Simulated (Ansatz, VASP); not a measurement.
**One calculation of MgB2, two programs**

Contents of INCAR:

```
SYSTEM = MgB2
ALGO = Normal
EDIFF = 1E-6
ENCUT = 520
GGA = PS
ISIF = 2
ISMEAR = 0
LASPH = .True.
LCHARG = .False.
LREAL = .False.
LWAVE = .False.
NBANDS = 11
NELM = 100
PREC = Accurate
SIGMA = 0.1
```

Contents of KPOINTS:

```
k-points
0
Gamma
  6 6 6
  0 0 0
```

Contents of POSCAR:

```
MgB2
1.0
    3.0850000000      0.0000000000      0.0000000000
   -1.5425000000      2.6716883707      0.0000000000
    0.0000000000      0.0000000000      3.5230000000
Mg B
1 2
Direct
    0.0000000000      0.0000000000      0.0000000000
    0.3333333333      0.6666666667      0.5000000000
    0.6666666667      0.3333333333      0.5000000000
```

Input for Ansatz:

```yaml
crystal:
  lattice:
    - [3.085, 0.0, 0.0]
    - [-1.5425, 2.6716883707, 0.0]
    - [0.0, 0.0, 3.523]
  atoms:
    - { symbol: Mg, position: [0.0, 0.0, 0.0] }
    - { symbol: B, position: [0.3333333333, 0.6666666667, 0.5] }
    - { symbol: B, position: [0.6666666667, 0.3333333333, 0.5] }
basis:
  ecutwfc: 420
kpoints:
  mp_grid: { grid: [6, 6, 6] }
hamiltonian:
  xc: pbesol
scf:
  occupations: { method: gaussian, width: 0.1 }
output:
  forces: true
  stress: true
  eigenvalues: true
```

Alike in both runs: task single point; functional PBEsol; k mesh 6 × 6 × 6; occupations gaussian, width 0.1 eV; no spin polarisation.

|  | VASP | Ansatz |
| --- | --- | --- |
| version | VASP 6.6.1 | Ansatz 0.2.0 |
| potentials or method | VASP PAW PBE potentials, release 64 (Mg, B) | scalar-relativistic, plane waves, PAW |
| plane-wave cutoff (eV) | 520 | 420 |
| valence electrons in the cell | 8 | 16 |

Ansatz gave:

- gap on the k mesh at the Fermi level (eV): none
- pressure (GPa): -3.0
- largest component of the traceless stress (GPa): 0.89

Task: What did VASP give for the same quantities?

Result: gap on the k mesh at the Fermi level (eV): none; pressure (GPa): -3.0; largest component of the traceless stress (GPa): 1.07.

A gap of «none» marks a metal or a gap that the smearing closes. The functional is the same, so the differences come from potentials, cutoffs and numerics. The two sets of potentials don't hold the same shells in valence.

Caveats: the k mesh is coarse (spacing up to 0.39 Å⁻¹), so the values aren't converged; the PAW data sets were made with another functional, which shifts forces and pressure a little (VASP).
